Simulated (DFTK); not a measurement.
# GaN under changes of volume

One of the cells (11.444 Å³/atom); the others are scaled copies at fixed shape and fractional positions:

```
Ga N
1.0
     0.00000    2.25350    2.25350
     2.25350    0.00000    2.25350
     2.25350    2.25350    0.00000
Ga N
1 1
Direct
  0.00000 0.00000 0.00000
  0.25000 0.25000 0.25000
```

The cell is a database's computed one.

```yaml
Program: DFTK 0.8.2
Functional: PBE
Potentials_or_basis: dojo.nc.sr.pbe.v0_4_1.standard.upf (PBE)
Cutoff: 1143 eV
k_mesh: 10 × 10 × 10
Occupations: fermi-dirac, width 0.05 eV
Spin: no spin polarisation
```

| volume (Å³/atom) | energy over the lowest point (meV/atom) | pressure (GPa) | gap on the mesh (eV) |
| --- | --- | --- | --- |
| 10.757 | ? | ? | ? |
| 10.986 | 31.65 | 13.9 | 2.03 |
| 11.215 | 15.12 | 9.3 | 1.89 |
| 11.444 | 4.77 | 5.2 | 1.76 |
| 11.673 | 0.00 | 1.5 | 1.63 |
| 11.902 | 0.24 | -1.8 | 1.50 |
| 12.131 | 4.99 | -4.8 | 1.38 |

Task: What does the run at 10.757 Å³/atom give?

Result: Energy over the lowest point 55.07 meV/atom; pressure 19.0 GPa; gap on the mesh 2.16 eV.

Worked out: A Birch-Murnaghan fit of order 3 (a polynomial in V^(-2/3)) to the other rows has its minimum at 11.78 Å³/atom with B0 = V·E''(V) = 172 GPa and B' = 4.4. It gives 55.07 meV/atom at 10.757 Å³/atom, against the run's 55.07, and -dE/dV = 19.0 GPa, against 19.0. A straight line through the other rows of the gap, of slope -6.56 eV per unit of ln V (its deformation potential), extrapolates to 2.17 eV, against the run's 2.16.

Energies are extrapolated to zero smearing.

Spin-orbit coupling on Ga is left out.
